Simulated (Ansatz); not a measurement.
# Quasiparticle gap of AlP (F-43m), part 2 of 2

How far does one-shot GW move the PBE gap of AlP (F-43m)?

Ansatz 0.2.0; PBE, then G0W0 on it, plane waves, PAW. Known limits of the many-body steps: finite bands, screening cutoff and k mesh; no spin-orbit coupling in G0W0.

So far. Step 2 (The PBE band structure): Over mesh and path the gap is 1.595 eV, from k = Γ to k = (-0.500, -0.500, 0.000). The least direct gap found is 3.248 eV, at k = Γ.

In doubt: masses and optical values from hybrid runs of this build are listed as unsure (in some of the runs), which bears on the screening that GW takes from such a start.

### Step 3. One-shot GW

G0W0 replaces the xc potential by a self-energy built once from the orbitals of the start. Levels are corrected in the window of bands that the input names, at points of the mesh.

This step: G0W0 on PBE, plane waves, PAW; PAW set soft_1.

Contents of input.yaml:

```yaml
crystal:
  lattice:
    - [0.0, 2.736483713, 2.736483713]
    - [2.736483713, 0.0, 2.736483713]
    - [2.736483713, 2.736483713, 0.0]
  atoms:
    - { symbol: Al, position: [0.0, 0.0, 0.0] }
    - { symbol: P, position: [0.75, 0.75, 0.75] }
kpoints:
  mp_grid: { grid: [6, 6, 6] }
hamiltonian:
  xc: pbe
  pseudopotentials: { kind: paw, azcp: { folder: soft_1 } }
scf:
  occupations: { method: fixed }
gw:
  n_empty_bands: 263
  ecut_chi: 200.0
  qp_bands: [v2, c2]
  qp_kpoints: band_edges
  screening: { model: contour_deformation }
```

Started as:

```bash
$ ansatz run input.yaml --threads 3 --pin off --max-ram 92160MiB --backend cuda --events-out ev --progress --plain --runs-dir out --devices 1 --max-vram 13GiB
```

Numbers of over 12 decimals in the logs are rounded to 6 here.

What it wrote:

```text
GPUs: using 1 of 1 available (devices: 1).
[...]
GPU FFT provider: cuFFT
GPU libraries: cuBLAS 13.8.2, cuFFT 12.4.0, cuSOLVER 12.3.4
Crystal: 2 atoms, lattice volume = 40.983 Å³
Basis set: ecut = 420 eV, 821 PW (Γ)
Bands: 8, of which v1, the nominal top of the filled ones, is band 4 counted from 1 (3 counted from 0)
Symmetry: 24 space group operations
[...]
k-points: 16 of 216 (time reversal used)
[...]
GPU buffer pool allocated for 19683 grid points (all kernels)
[...]
SCF iter   1: F=—  HF=-1294.709887 eV  |F-HF|=—  |Δ(HF+E_count)|=         —  Δρ=4.45e-2  dr2=1.06e0  ethr=3.10e-3  ⟨swp⟩=5.2  Hψ=950  notcnv=0  defer=27
[...]
SCF iter   6: F=-1294.433554 eV  HF=-1294.433554 eV  |F-HF|=1.57e-8  |Δ(HF+E_count)|=   1.44e-6  Δρ=7.58e-6  dr2=4.19e-8  ethr=1.25e-9  ⟨swp⟩=7.1  Hψ=900  notcnv=0
SCF 1 converged in 6 iterations: F = -1294.433554 eV  dr2 = 4.19e-8
[...]
NSCF: frozen V_eff on 16 k-points, pencils in batches of 32, up to order 32
the band table was solved once the SCF had ended and its energy, with any forces and stress, was formed, with the checks that follow a solve (1117 applications of the Hamiltonian). They found nothing against the state; the energy, forces and stress were not computed again (output.eigenvalues in the input reference)
[...]
NSCF: frozen V_eff on 16 k-points
G₀W₀ screening: q 1/16
[... further progress lines ...]
[...]
SCF converged after 6 iterations
Free energy (F): -1294.433554 eV
[...]
Internal energy: -1294.433554 eV  (E = F + TS)
E sigma→0 (E₀):  -1294.433554 eV
Fermi energy:    4.968858 eV
[...]
--- Band table (eV; the first three rows and the last of 16) ---
[...]
--- G₀W₀: contour deformation, 7 samples at zero and on the imaginary axis and 2 off it, 216 q-points, 263 empty bands' worth ---
  eigenvalues of the whole cell's RPA ε∞ on this k-mesh (on a slab, of 1 + 4πα/V) = 8.3266, 8.3266, 8.3266; static W/v taken at q = 0 is 0.120097
  bands read: the sum over 267 bands ends inside a degenerate multiplet in 1 slot, whose members it reads at an even weight; the widest, k=4: bands 267 to 268 (counted from 1) at 1/2 each
  gw.qp_kpoints: band_edges: 9 of 16 stored k-points solved, in 1 pass; an edge of the gap read off the rows below is read off those points alone
    valence top: of the k-points left out ik 7 came nearest to being solved in a further pass, in band 4 (counted from 1, as in the quasiparticle table): it holds the edge there only if its correction is more favourable than any solved in that band by at least 0.815 eV; those differ by 0.067 eV
    conduction bottom: of the k-points left out ik 10 came nearest to being solved in a further pass, in band 5 (counted from 1, as in the quasiparticle table): it holds the edge there only if its correction is more favourable than any solved in that band by at least 0.693 eV; those differ by 0.262 eV
    ik  band        ε_KS         Σx   Σc(E_QP)       V_xc       Z   E_QP_lin       E_QP  E_QP is
     0     3      4.9689   -15.8228     1.2469   -13.8078  0.7605     4.1945     4.2008  root
     0     4      4.9689   -15.8228     1.2469   -13.8078  0.7605     4.1945     4.2008  root
     0     5      8.2158    -8.6122    -4.2803   -13.1066  0.7757     8.4304     8.4299  root
     0     6      9.5195    -6.3581    -4.4640   -11.0929  0.7669     9.7913     9.7903  root
     1     3      4.7288   -15.7540     1.3205   -13.6615  0.7591     3.9502     3.9568  root
     1     4      4.7288   -15.7540     1.3205   -13.6615  0.7591     3.9502     3.9568  root
     1     5      8.5645    -7.5207    -4.2714   -12.0251  0.7745     8.7983     8.7976  root
     1     6      9.9496    -6.3186    -4.6132   -11.2008  0.7611    10.2198    10.2187  root
     2     3      4.3604   -15.7920     1.4763   -13.5285  0.7562     3.5659     3.5733  root
     2     4      4.3604   -15.7920     1.4763   -13.5285  0.7562     3.5659     3.5733  root
     2     5      7.9971    -7.3840    -4.0879   -11.6851  0.7794     8.2108     8.2103  root
     2     6     10.0045    -5.7065    -4.6095   -10.5591  0.7634    10.2485    10.2476  root
     3     3      4.2117   -15.8420     1.5460   -13.5010  0.7549     3.4089     3.4167  root
     3     4      4.2117   -15.8420     1.5460   -13.5010  0.7549     3.4089     3.4167  root
     3     5      7.7588    -7.4525    -4.0198   -11.6782  0.7808     7.9651     7.9647  root
     3     6      9.7797    -5.4754    -4.5282   -10.2328  0.7675    10.0097    10.0089  root
     4     3      4.2311   -15.5239     1.4865   -13.2527  0.7559     3.4389     3.4464  root
     4     4      4.2311   -15.5239     1.4865   -13.2527  0.7559     3.4389     3.4464  root
     4     5      8.5563    -6.2211    -4.1766   -10.6017  0.7767     8.7609     8.7604  root
     4     6      9.6145    -7.8141    -4.5365   -12.5591  0.7634     9.8236     9.8230  root
     6     3      2.9844   -15.3477     1.9175   -12.6378  0.7437     2.1815     2.1920  root
     6     4      3.7810   -15.6524     1.6924   -13.1544  0.7515     2.9666     2.9755  root
     6     5      8.2803    -6.2623    -4.1195   -10.5447  0.7791     8.4435     8.4432  root
     6     6     10.0320    -6.5539    -4.5699   -11.3126  0.7617    10.2214    10.2208  root
     8     3      3.3604   -15.1467     1.7640   -12.5912  0.7487     2.5595     2.5689  root
     8     4      4.6642   -15.8593     1.3525   -13.7315  0.7583     3.8823     3.8890  root
     8     5      9.2824    -7.3271    -4.5047   -12.1205  0.7663     9.5723     9.5711  root
     8     6      9.9923    -6.6114    -4.4642   -11.2180  0.7642    10.1351    10.1348  root
     9     3      3.2566   -15.5510     1.9117   -12.8165  0.7460     2.4232     2.4338  root
     9     4      3.2566   -15.5510     1.9117   -12.8165  0.7460     2.4232     2.4338  root
     9     5      7.1949    -5.7320    -3.8290    -9.6500  0.7864     7.2839     7.2838  root
     9     6      8.1565    -5.7777    -4.0664    -9.9979  0.7827     8.3105     8.3101  root
    12     3      2.8844   -15.6099     2.0793   -12.6954  0.7413     2.0370     2.0492  root
    12     4      2.8844   -15.6099     2.0793   -12.6954  0.7413     2.0370     2.0492  root
    12     5      6.5613    -5.3173    -3.6935    -9.0374  0.7904     6.5879     6.5879  root
    12     6      7.4389    -6.1548    -3.8535   -10.1658  0.7861     7.5967     7.5964  root
```

The job ended after 25 s (1 × NVIDIA H100 80GB HBM3 (shared by 6 runs) with 3 threads of AMD EPYC 7R13 (Zen 3), shared host; peak memory 1.2 GiB).

Numbers from this step:

- bands summed: 267
- RPA ε∞ on this mesh (eigenvalues): 8.327, 8.327, 8.327
- plane waves in the screening matrix: 259
- q-points in the mesh: 216
- G0W0 gap over the corrected points: 2.387 eV
- k of the valence top: 0, 0, 0
- k of the conduction bottom: 0, -0.5, -0.5
- starting gap on the mesh: 1.592 eV
- Z at the valence top: 0.7605
- Z at the conduction bottom: 0.7904
- least direct G0W0 gap over the corrected points: 4.229 eV

Over 9 of 16 irreducible mesh points the G0W0 gap is 2.387 eV, from k = Γ to k = (0.000, -0.500, -0.500). The PBE gap of this run on the mesh is 1.592 eV. The two states that bound the G0W0 gap lie that far apart at the start, so the correction of the gap is 2.387 − 1.592 = +0.795 eV. The start of this run differs from the step before in mesh (8×8×8 and 6×6×6).

Labels follow the order of the start: v1 is the top filled band, c1 the lowest empty one; levels that stay degenerate share a row, the window can cut a multiplet, doubted levels are not marked in this list, bands outside the window were not corrected, and the list may be a part of the corrected levels. The levels before and after the correction (eV, zero at the valence-band top of each column):

```tsv
	conduction bottom	valence top
Kohn-Sham	1.59	0.00
G0W0	2.39	0.00
```

```tsv
	level	occupation	energy (eV)
Kohn-Sham	Γ v2-v1	2	0.000
Kohn-Sham	Γ c1	0	3.247
Kohn-Sham	Γ c2	0	4.551
Kohn-Sham	(0 -0.5 -0.5) v2-v1	2	-2.084
Kohn-Sham	(0 -0.5 -0.5) c1	0	1.592
Kohn-Sham	(0 -0.5 -0.5) c2	0	2.470
G0W0	Γ v2-v1	2	0.000
G0W0	Γ c1	0	4.229
G0W0	Γ c2	0	5.590
G0W0	(0 -0.5 -0.5) v2-v1	2	-2.152
G0W0	(0 -0.5 -0.5) c1	0	2.387
G0W0	(0 -0.5 -0.5) c2	0	3.396
```

The parts of the quasiparticle energy for the two states that bound the G0W0 gap, in eV on the run's own scale (QP = start + Σx + Σc − Vxc, with Σc at the quasiparticle energy):

```tsv
edge	k	band	start	Σx	Σc	Vxc	Z	QP
valence top	Γ	3	4.969	−15.823	1.247	−13.808	0.760	4.201
conduction bottom	(0.000, -0.500, -0.500)	5	6.561	−5.317	−3.693	−9.037	0.790	6.588
```

### Step 4. Side by side

Each gap is the least one over the points named; times are wall times on shared hosts, not benchmarks. A G0W0 time includes the run's own self-consistent start. Rows marked * are further runs, not shown as steps, whose inputs differ from the G0W0 step on the same start in the columns given; solver thresholds can differ too. Symmetry makes (-0.500, -0.500, 0.000) and (0.000, -0.500, -0.500) one point.

```tsv
level	mesh	files, cutoff	bands summed, screening	points	gap (eV)	valence top	conduction bottom	least direct gap (eV)	time
PBE	8×8×8	soft_1 PAW, 420 eV	-	mesh and path	1.595	Γ	(-0.500, -0.500, 0.000)	3.248	7.3 s
G0W0@PBE*	6×6×6	soft_1 PAW, 420 eV	47, 60 eV	9 of 16 irreducible mesh points	2.098	Γ	(0.000, -0.500, -0.500)	4.097	9.4 s
G0W0@PBE*	6×6×6	soft_1 PAW, 420 eV	126, 120 eV	9 of 16 irreducible mesh points	2.306	Γ	(0.000, -0.500, -0.500)	4.200	18 s
G0W0@PBE	6×6×6	soft_1 PAW, 420 eV	267, 200 eV	9 of 16 irreducible mesh points	2.387	Γ	(0.000, -0.500, -0.500)	4.229	25 s
G0W0@PBE*	4×4×4	soft_1 PAW, 420 eV	126, 120 eV	6 of 8 irreducible mesh points	2.261	Γ	(0.000, -0.500, -0.500)	4.187	13 s
G0W0@PBE*	6×6×6	soft_1 PAW, 420 eV	126, 120 eV, plasmon pole	9 of 16 irreducible mesh points	2.261	Γ	(0.000, -0.500, -0.500)	4.166	16 s
```

### Step 5. Outcome

```
PBE gap over mesh and path                        : 1.595 eV, from k = Γ to k = (-0.500, -0.500, 0.000)
G0W0@PBE gap over 9 of 16 irreducible mesh points : 2.387 eV, from k = Γ to k = (0.000, -0.500, -0.500)
estimated limit in bands and cutoff, on this mesh : 2.459 eV
GW settings                                       : 6×6×6 mesh, 263 empty bands, screening to 200 eV, PAW set soft_1 files
known limits                                      : finite bands, screening cutoff and k mesh; no spin-orbit coupling in G0W0
```

Over 9 of 16 irreducible mesh points the G0W0 gap is 2.387 eV, from k = Γ to k = (0.000, -0.500, -0.500). The PBE gap of this run on the mesh is 1.592 eV. The two states that bound the G0W0 gap lie that far apart at the start, so the correction of the gap is 2.387 − 1.592 = +0.795 eV. The valence state moves by 4.201 − 4.969 = −0.768 eV and the conduction state by 6.588 − 6.561 = +0.027 eV, on the run's own scale; with 47 bands the edge states move by −0.270 and +0.236 eV, so the split between the edges depends on the bands and cutoff. Both edges that PBE shows over mesh and path lie at k points where levels were corrected. Levels at other points were not corrected, so a lower G0W0 gap elsewhere in the zone is not ruled out. From 47 bands and 60 eV to 267 bands and 200 eV the gap moves by 2.387 − 2.098 = +0.289 eV (rung by rung 2.098, 2.306, 2.387 eV); bands and screening cutoff rise together, so their parts are not told apart. A line in one over the bands through the two highest rungs gives 2.387 + (2.387 − 2.306) × 126 / (267 − 126) = 2.459 eV, and through the pair below 2.306 + (2.306 − 2.098) × 47 / (126 − 47) = 2.430 eV. The two agree within 0.03 eV and the same two states bound the gap in each rung, so 2.459 eV is taken as an estimate of the limit on this mesh. With the 4×4×4 mesh in place of the 6×6×6 mesh and all else as in the G0W0@PBE row with 126 bands, the gap differs by 2.261 − 2.306 = −0.045 eV, and that of the start by 1.571 − 1.592 = −0.021 eV. With the plasmon pole model in place of the contour deformation model and all else as in the G0W0@PBE row with 126 bands, the gap differs by 2.261 − 2.306 = −0.045 eV. G0W0 on other starts in this series, not shown as steps and not all at these settings: 2.635 eV on HSE06 (6×6×6, soft_1 PAW, 126 bands, 120 eV) and 2.249 eV on LDA (6×6×6, soft_1 PAW, 126 bands, 120 eV). The G0W0 runs are scalar-relativistic. G0W0@PBE runs of this series with other atomic data on the same mesh, not shown as steps, give 2.281 eV (hard PAW, 900 eV, 130 bands, screening to 120 eV; the table's row with the same empty bands and screening cutoff has 2.306 eV); where bands and cutoffs differ too, the part of the files is not isolated.

[Paths, hosts, dates, memory and timing lines, banners, echoed tables and standing remarks are left out of the program output.]

[Logs are printed without paths, hosts, clocks, repeated set-up lines and the standing remarks that a program may print on its own settings, such as how far it seeks lower states.]

[Runs of the session that timed out or met a known fault of the program may be left out.]

[Cells called generated may have been cut or substituted from an entry of the Crystallography Open Database or the Materials Project.]

[Hosts, paths, dates, database ids (printed as entryN), source tags and the programs' standing remarks are cut or masked in the printed files.]

[Where an RPA ε∞ is given, it is that of the G0W0 mesh and is not shown converged in it. Names of k-points follow the symmetry that the program found, which can be lower than the space group named. Band edges on a path are those of the sampled points; other points can move an edge, and change direct to indirect where valleys lie close.]

[Hybrid gaps are those of their k-mesh and are not shown converged in it.]
